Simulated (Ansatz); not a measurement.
**Two Ansatz runs on LiH**

The cell is COD entry 1010896, as deposited and not checked against the literature; nothing was relaxed. It differs from other determinations.

First run: DFT, LDA, all-electron LAPW, scalar-relativistic (Ansatz 0.2.0).

Command: `ansatz run input.yaml --threads 1 --pin off --max-ram 2048MiB --backend cpu --events-out ev --progress --plain --runs-dir out` The run took 0.76 s on 1 thread of AMD EPYC 9R45 96-Core Processor (Zen 5) (shared host), peak memory 0.24 GiB.

```yaml
crystal:
  lattice:
    - [0.0, 2.0325, 2.0325]
    - [2.0325, 0.0, 2.0325]
    - [2.0325, 2.0325, 0.0]
  atoms:
    - { symbol: Li, position: [0.0, 0.0, 0.0] }
    - { symbol: H, position: [0.5, 0.5, 0.5] }
kpoints:
  mp_grid: { grid: [11, 11, 11] }
  band_path:
    path:
      - [0.0, 0.0, 0.0]
      - [0.5, 0.0, 0.5]
      - [0.625, 0.25, 0.625]
      - [0.375, 0.375, 0.75]
      - [0.0, 0.0, 0.0]
      - [0.5, 0.5, 0.5]
      - [0.5, 0.25, 0.75]
      - [0.5, 0.0, 0.5]
    npoints: 5
scf:
  occupations: { method: fermi_dirac, width: 0.03 }
hamiltonian:
  xc: lda
  pseudopotentials: { kind: all_electron, lapw: { basis_error: 0.001 } }
output:
  forces: true
  stress: true
  eigenvalues: true
```

Result: converged; pressure -3.90 GPa; gap on the k mesh 2.85 eV (the mesh can miss the band edges); 5 SCF iterations.

The input is then changed:

```diff
@@ -8,5 +8,5 @@
     - { symbol: H, position: [0.5, 0.5, 0.5] }
 kpoints:
-  mp_grid: { grid: [11, 11, 11] }
+  mp_grid: { grid: [16, 16, 16] }
   band_path:
     path:
```

Problem. What does the second run give?

Solution. It converged; energy at zero smearing 0.0 meV/atom from the first run; pressure -3.90 GPa; gap on the k mesh 2.65 eV; 5 SCF iterations.
